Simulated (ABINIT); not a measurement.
# Si2Mo (I4/mmm) in ABINIT: convergence with nband

Aim: find how far nband must go before the results for Si2Mo settle, at PBEsol. This setting moves, with any that are tied to it; all else stays.

Program: ABINIT 10.8.3 (patched build). These are calculated values, not measurements. Logs are shortened: lines on timing, memory, paths and dates and some standing lists are left out, and cuts for length are marked. The log counts tension as positive stress, the text compression.

### 1 The crystal as given

It takes space group I4/mmm (No. 139, tetragonal). The conventional cell has a = 3.200 Å, b = 3.200 Å, c = 7.861 Å, α = 90.00°, β = 90.00°, γ = 90.00°. Mo (site symmetry 4/mmm) is surrounded by 10 Si at 2.62 Å. Si (site symmetry 4mm) has 5 Si at 2.61 to 2.63 Å and 5 Mo at 2.62 Å as nearest neighbours.

### 2 With nband 12

File run.abi:

```
pp_dirpath "./"
pseudos "Mo_sc.hgh, Si.hgh"

acell 3*1.0
rprim
    -3.0235617994     3.0235617994     7.4275685328
     3.0235617994    -3.0235617994     7.4275685328
     3.0235617994     3.0235617994    -7.4275685328
ntypat 2
znucl 42 14
natom 3
typat 1 2 2
xcart
     0.0000000000     0.0000000000     0.0000000000
     0.0000000000     0.0000000000     9.9083764228
     0.0000000000     0.0000000000     4.9467606429

ecut 1442.203471 eV

kptopt 1
ngkpt 10 10 10
nshiftk 1
shiftk 0.0 0.0 0.0

ixc -116133

nband 12
occopt 7
tsmear 0.1 eV

nstep 100
tolvrs 1.0e-10

iomode 3
prtwf 0
prtden 0
prteig 0
prtebands 0
enunit 2
```

Potentials or basis: HGH LDA semicore.

Started as:

```
$ abinit run.abi > log 2>&1
```

run.abo:

```text
.Version 10.8.3 of ABINIT
 Symmetries : space group I4/m m m (#139); Bravais tI (body-center tetrag.)
================================================================================
 Values of the parameters that define the memory need of the present run
     intxc =       0    ionmov =       0      iscf =       7    lmnmax =       6
     lnmax =       6     mgfft =      60  mpssoang =       3    mqgrid =    3001
     natom =       3  nloc_mem =       1    nspden =       1   nspinor =       1
    nsppol =       1      nsym =      16    n1xccc =       0    ntypat =       2
    occopt =       7   xclevel =       2
       mpw =        5036          nfft =      216000          nkpt =         102
================================================================================
================================================================================

--------------------------------------------------------------------------------
------------- Echo of variables that govern the present computation ------------
--------------------------------------------------------------------------------
 -outvars: echo values of preprocessed input variables --------
            acell      1.0000000000E+00  1.0000000000E+00  1.0000000000E+00 Bohr
              amu      9.59400000E+01  2.80855000E+01
             ecut      5.30000000E+01 Hartree
           enunit           2
                       outvar_i_n : Printing only first  50 k-points.
              ixc     -116133
                       outvar_i_n : Printing only first  50 k-points.
         kptrlatt       10    0    0      0   10    0      0    0   10
          kptrlen      6.04712360E+01
            natom           3
            nband          12
            ngfft          60      60      60
             nkpt         102
            nstep         100
             nsym          16
           ntypat           2
                       prtocc : prtvol=0, do not print more k-points.
           occopt           7
           prtden           0
        prtebands           0
           prteig           0
            prtwf           0
            rprim     -3.0235617994E+00  3.0235617994E+00  7.4275685328E+00
                       3.0235617994E+00 -3.0235617994E+00  7.4275685328E+00
                       3.0235617994E+00  3.0235617994E+00 -7.4275685328E+00
          spgroup         139
           tolvrs      1.00000000E-10
           tsmear      3.67493222E-03 Hartree
            typat      1  2  2
                       outvars : Printing only first  50 k-points.
           xangst      0.0000000000E+00  0.0000000000E+00  0.0000000000E+00
                      -4.2862185905E-17  4.2862185905E-17  5.2432869964E+00
                       4.2862185905E-17 -4.2862185905E-17  2.6177129982E+00
            xcart      0.0000000000E+00  0.0000000000E+00  0.0000000000E+00
                      -8.0997792517E-17  8.0997792517E-17  9.9083764227E+00
                       8.0997792517E-17 -8.0997792517E-17  4.9467606428E+00
[... 130 lines left out ...]

 Mean square residual over all n,k,spin=   14.134E-07; max=  14.016E-04
 reduced coordinates (array xred) for    3 atoms
       0.000000000000      0.000000000000      0.000000000000
       0.667000000000      0.667000000000      0.000000000000
       0.333000000000      0.333000000000      0.000000000000
 rms dE/dt=  3.6637E-02; max dE/dt=  4.4871E-02; dE/dt below (all hartree)
    1       0.000000000000      0.000000000000      0.000000000000
    2       0.044871196299      0.044871196299     -0.044871196299
    3      -0.044871196299     -0.044871196299      0.044871196299

 cartesian coordinates (angstrom) at end:
    1      0.00000000000000     0.00000000000000     0.00000000000000
    2     -0.00000000000000     0.00000000000000     5.24328699641078
    3      0.00000000000000    -0.00000000000000     2.61771299821221

 cartesian forces (hartree/bohr) at end:
    1     -0.00000000000000    -0.00000000000000    -0.00000000000000
    2      0.00000000000000     0.00000000000000    -0.00604116893719
    3     -0.00000000000000    -0.00000000000000     0.00604116893719
 frms,max,avg= 2.8478343E-03 6.0411689E-03   0.000E+00  0.000E+00  0.000E+00 h/b

 cartesian forces (eV/Angstrom) at end:
    1     -0.00000000000000    -0.00000000000000    -0.00000000000000
    2      0.00000000000000     0.00000000000000    -0.31064939693495
    3     -0.00000000000000    -0.00000000000000     0.31064939693495
 frms,max,avg= 1.4644153E-01 3.1064940E-01   0.000E+00  0.000E+00  0.000E+00 e/A
 length scales=  1.000000000000  1.000000000000  1.000000000000 bohr
              =  0.529177210544  0.529177210544  0.529177210544 angstroms
 Fermi (or HOMO) energy (hartree) =   0.46450   Average Vxc (hartree)=  -0.44236
 Eigenvalues (hartree) for nkpt= 102  k points:
 kpt#   1, nband= 12, wtk=  0.00100, kpt=  0.0000  0.0000  0.0000 (reduced coord)
  -1.74526   -0.80763   -0.80384   -0.80384   -0.02979    0.23238    0.33586    0.35424
   0.36775    0.36775    0.48120    0.57480
      occupation numbers for kpt#   1
   2.00000    2.00000    2.00000    2.00000    2.00000    2.00000    2.00000    2.00000
   2.00000    2.00000    0.00000    0.00000
 prteigrs : prtvol=0 or 1, do not print more k-points.

 Fermi (or HOMO) energy (eV) =  12.63979   Average Vxc (eV)= -12.03724
 Eigenvalues (   eV  ) for nkpt= 102  k points:
 kpt#   1, nband= 12, wtk=  0.00100, kpt=  0.0000  0.0000  0.0000 (reduced coord)
 -47.49105  -21.97665  -21.87366  -21.87366   -0.81063    6.32350    9.13927    9.63929
  10.00701   10.00701   13.09424   15.64119
 prteigrs : prtvol=0 or 1, do not print more k-points.

--- !EnergyTerms
iteration_state     : {dtset: 1, }
comment             : Components of total free energy in Hartree
kinetic             :  2.58879456659550E+01
hartree             :  1.50623367313301E+01
xc                  : -1.04309895845659E+01
Ewald energy        : -6.27502804585478E+01
psp_core            :  2.61351501109557E+00
local_psp           : -3.91108208734005E+01
non_local_psp       : -7.56478705565222E+00
internal            : -7.62930805637858E+01
'-kT*entropy'       : -8.63797742952672E-05
total_energy        : -7.62931669435601E+01
total_energy_eV     : -2.07604283363032E+03
band_energy         : -4.30293270326638E+00
...

 Cartesian components of stress tensor (hartree/bohr^3)
  sigma(1 1)=  1.52052589E-04  sigma(3 2)=  0.00000000E+00
  sigma(2 2)=  1.52052589E-04  sigma(3 1)=  0.00000000E+00
  sigma(3 3)=  2.19825085E-04  sigma(2 1)=  0.00000000E+00

-Cartesian components of stress tensor (GPa)         [Pressure= -5.1382E+00 GPa]
- sigma(1 1)=  4.47354161E+00  sigma(3 2)=  0.00000000E+00
- sigma(2 2)=  4.47354161E+00  sigma(3 1)=  0.00000000E+00
- sigma(3 3)=  6.46747729E+00  sigma(2 1)=  0.00000000E+00

== END DATASET(S) ==============================================================
================================================================================

 -outvars: echo values of variables after computation  --------
            acell      1.0000000000E+00  1.0000000000E+00  1.0000000000E+00 Bohr
           etotal     -7.6293166944E+01
            fcart     -0.0000000000E+00 -0.0000000000E+00 -0.0000000000E+00
                       5.3228702389E-20  5.3228702389E-20 -6.0411689372E-03
                      -5.3228702389E-20 -5.3228702389E-20  6.0411689372E-03
            rprim     -3.0235617994E+00  3.0235617994E+00  7.4275685328E+00
                       3.0235617994E+00 -3.0235617994E+00  7.4275685328E+00
                       3.0235617994E+00  3.0235617994E+00 -7.4275685328E+00
           strten      1.5205258888E-04  1.5205258888E-04  2.1982508518E-04
                       0.0000000000E+00  0.0000000000E+00  0.0000000000E+00
           xangst      0.0000000000E+00  0.0000000000E+00  0.0000000000E+00
                      -4.2862185905E-17  4.2862185905E-17  5.2432869964E+00
                       4.2862185905E-17 -4.2862185905E-17  2.6177129982E+00
             xred      0.0000000000E+00  0.0000000000E+00  0.0000000000E+00
                       6.6700000000E-01  6.6700000000E-01  0.0000000000E+00
                       3.3300000000E-01  3.3300000000E-01  0.0000000000E+00
 Calculation completed.
```

Wall time 9.6 min (1 thread of Arm Neoverse V1, shared host); peak memory 0.21 GiB.

What came out:

| Item | Value |
| --- | --- |
| Free energy | -2076.0428 eV |
| Pressure | -5.1 GPa |
| Largest force | 0.311 eV/Å |
| Band gap on the k mesh | none (metal or under the smearing width) |
| Valence electrons inside the program's atomic spheres | Mo 10.60; Si 1.80 |

### 3 With nband 13

run.abi: that of step 2 with these lines changed.

```diff
@@ -26,3 +26,3 @@
 
-nband 12
+nband 13
 occopt 7
```

Potentials or basis: HGH LDA semicore.

Started as:

```
$ abinit run.abi > log 2>&1
```

Wall time 6.5 min (1 thread of Arm Neoverse V1, shared host); peak memory 0.22 GiB.

The run converged. Its results:

```
Free energy                                           : -2076.0428 eV
Pressure                                              : -5.1 GPa
Largest force                                         : 0.311 eV/Å
Band gap on the k mesh                                : none (metal or under the smearing width)
Valence electrons inside the program's atomic spheres : Mo 10.60; Si 1.80
```

### 4 With nband 14

run.abi: that of step 3 with these lines changed.

```diff
@@ -26,3 +26,3 @@
 
-nband 13
+nband 14
 occopt 7
```

Started as:

```
$ abinit run.abi > log 2>&1
```

It took 6.6 min on 1 thread of Arm Neoverse V1, shared host; peak memory 0.23 GiB.

Results (log left out):

```yaml
Free_energy: -2076.0428 eV
Pressure: -5.1 GPa
Largest_force: 0.311 eV/Å
Band_gap_on_the_k_mesh: none (metal or under the smearing width)
Valence_electrons_inside_the_program's_atomic_spheres: Mo 10.60; Si 1.80
```

### 5 With nband 15

run.abi: that of step 4 with these lines changed.

```diff
@@ -26,3 +26,3 @@
 
-nband 14
+nband 15
 occopt 7
```

Started as:

```
$ abinit run.abi > log 2>&1
```

Run time: 7 min. Hardware: 1 thread of Arm Neoverse V1, shared host; peak memory 0.24 GiB.

Results (log left out):

```
Free energy                                           : -2076.0428 eV
Pressure                                              : -5.1 GPa
Largest force                                         : 0.311 eV/Å
Band gap on the k mesh                                : none (metal or under the smearing width)
Valence electrons inside the program's atomic spheres : Mo 10.60; Si 1.80
```

### 6 With nband 16

run.abi: that of step 5 with these lines changed.

```diff
@@ -26,3 +26,3 @@
 
-nband 15
+nband 16
 occopt 7
```

Potentials or basis: HGH LDA semicore.

Started as:

```
$ abinit run.abi > log 2>&1
```

Run time: 7.5 min. Hardware: 1 thread of Arm Neoverse V1, shared host; peak memory 0.24 GiB.

Results (log left out):

```yaml
Free_energy: -2076.0428 eV
Pressure: -5.1 GPa
Largest_force: 0.311 eV/Å
Band_gap_on_the_k_mesh: none (metal or under the smearing width)
Valence_electrons_inside_the_program's_atomic_spheres: Mo 10.60; Si 1.80
```

### 7 With nband 19

run.abi: that of step 6 with these lines changed.

```diff
@@ -26,3 +26,3 @@
 
-nband 16
+nband 19
 occopt 7
```

Started as:

```
$ abinit run.abi > log 2>&1
```

It took 8.9 min on 1 thread of Arm Neoverse V1, shared host; peak memory 0.26 GiB.

It converged, with:

- Free energy: -2076.0428 eV
- Pressure: -5.1 GPa
- Largest force: 0.311 eV/Å
- Band gap on the k mesh: none (metal or under the smearing width)
- Valence electrons inside the program's atomic spheres: Mo 10.60; Si 1.80

### 8 With nband 25

run.abi: that of step 7 with these lines changed.

```diff
@@ -26,3 +26,3 @@
 
-nband 19
+nband 25
 occopt 7
```

Started as:

```
$ abinit run.abi > log 2>&1
```

It took 12 min on 1 thread of Arm Neoverse V1, shared host; peak memory 0.31 GiB.

It converged, with:

| Quantity | Value |
| --- | --- |
| Free energy | -2076.0428 eV |
| Pressure | -5.1 GPa |
| Largest force | 0.311 eV/Å |
| Band gap on the k mesh | none (metal or under the smearing width) |
| Valence electrons inside the program's atomic spheres | Mo 10.60; Si 1.80 |

### 9 Result

```tsv
nband	energy less the tightest run, at zero smearing (meV/atom)	SCF cycles	CPU time (s)	peak memory (GiB)
12	0.00	22	570	0.21
13	0.00	13	390	0.22
14	0.00	12	400	0.23
15	0.00	12	420	0.24
16	0.00	12	450	0.24
19	0.00	12	540	0.26
25	0.00	12	710	0.31
```

Against the tightest run, the energy stays within 1 meV/atom from 12 on. The tightest run that finished is the yardstick and may itself not be fully converged.

Caveats: the potentials were made for another functional, which shifts forces and pressure; HGH potentials are hard and often keep d shells in the core, so these values are rough.
